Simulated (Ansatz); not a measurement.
**MgSe: how the settings move a single-point run**

How sensitive is a single-point run of MgSe to its settings? A reference run comes first, then one run with altered input.

Method: reference: DFT, r2SCAN, PAW with Ansatz's default frozen-core files, scalar-relativistic, in Ansatz 0.2.0.

## (1) The structure to begin with

It takes space group Fm-3m (No. 225, cubic). Conventional cell: a = 4.598 Å, b = 4.598 Å, c = 4.598 Å, α = 90.00°, β = 90.00°, γ = 90.00°. Around Mg (site symmetry m-3m) lie 6 Se at 2.30 Å. Around Se (site symmetry m-3m) lie 6 Mg at 2.30 Å.

Coordinates:

```xyz
2
Lattice="0.0000 2.2988 2.2988 2.2988 0.0000 2.2988 2.2988 2.2988 0.0000" Properties=species:S:1:pos:R:3 pbc="T T T"
Mg    0.0000    0.0000    0.0000
Se    2.2988    2.2988    2.2988
```

## (2) Reference

File input.yaml:

```yaml
crystal:
  lattice:
    - [0.0, 2.2987757293, 2.2987757293]
    - [2.2987757293, 0.0, 2.2987757293]
    - [2.2987757293, 2.2987757293, 0.0]
  atoms:
    - { symbol: Mg, position: [0.0, 0.0, 0.0] }
    - { symbol: Se, position: [0.5, 0.5, 0.5] }
kpoints:
  mp_grid: { grid: [9, 9, 9] }
  band_path:
    path:
      - [0.0, 0.0, 0.0]
      - [0.5, 0.0, 0.5]
      - [0.625, 0.25, 0.625]
      - [0.375, 0.375, 0.75]
      - [0.0, 0.0, 0.0]
      - [0.5, 0.5, 0.5]
      - [0.5, 0.25, 0.75]
      - [0.5, 0.0, 0.5]
    npoints: 6
scf:
  occupations: { method: fermi_dirac, width: 0.03 }
hamiltonian:
  xc: r2scan
  pseudopotentials: { kind: paw }
output:
  forces: true
  stress: true
  eigenvalues: true
  efg: { contact_densities: true }
  populations: true
```

On the command line:

```
> ansatz run input.yaml --threads 1 --pin off --max-ram 2048MiB --backend cpu --events-out ev --progress --plain --runs-dir out
```

## (3) Changed: eigensolver.kind davidson, dispersion d3bjatm, basis.precision f64

Changes to input.yaml since step 2:

```diff
@@ -23,2 +23,3 @@
   occupations: { method: fermi_dirac, width: 0.03 }
+  eigensolver: { kind: davidson }
 hamiltonian:
@@ -26,2 +27,3 @@
   pseudopotentials: { kind: paw }
+  dispersion: d3bjatm
 output:
@@ -32 +34,3 @@
   populations: true
+basis:
+  precision: f64
```

Q: Predict the outcome of this session. Wanted: for each run, ending; energy change; pressure; gap; force.

As calculated:

```csv
run,ending,energy change,pressure (GPa),gap (eV),force (eV/Å),cycles,time
reference,converged,0,99.7,2.15,0.00,6,2.7 s
"1: eigensolver.kind davidson, dispersion d3bjatm, basis.precision f64",converged,-225.5 meV/atom (offset of the dispersion model),97.5,2.15,0.00,6,3 s
```

Residual by cycle in the longest SCF loop of each run; runs are numbered as in the table. The quantity is the density residual dr2, in eV.

```csv
cycle,reference,run 1
1,0.00753,0.00738
2,0.00252,0.00261
3,7.4e-5,5.6e-5
4,3.0e-6,2.5e-6
5,1.1e-7,1.6e-7
6,3.3e-9,5.6e-9
```

What this shows: The energy moves by -225.5 meV/atom, nearly all of it the dispersion term itself (-225.5 meV/atom); that offset belongs to the model and is no gain or loss of stability; the pressure goes from 99.7 to 97.5 GPa. The structure is not at rest: the sound run finds 100 GPa, so these are no properties of the relaxed crystal. 

The gaps are Kohn-Sham values of a semilocal functional, not quasiparticle or optical gaps. Such gaps usually fall short of the measured ones.
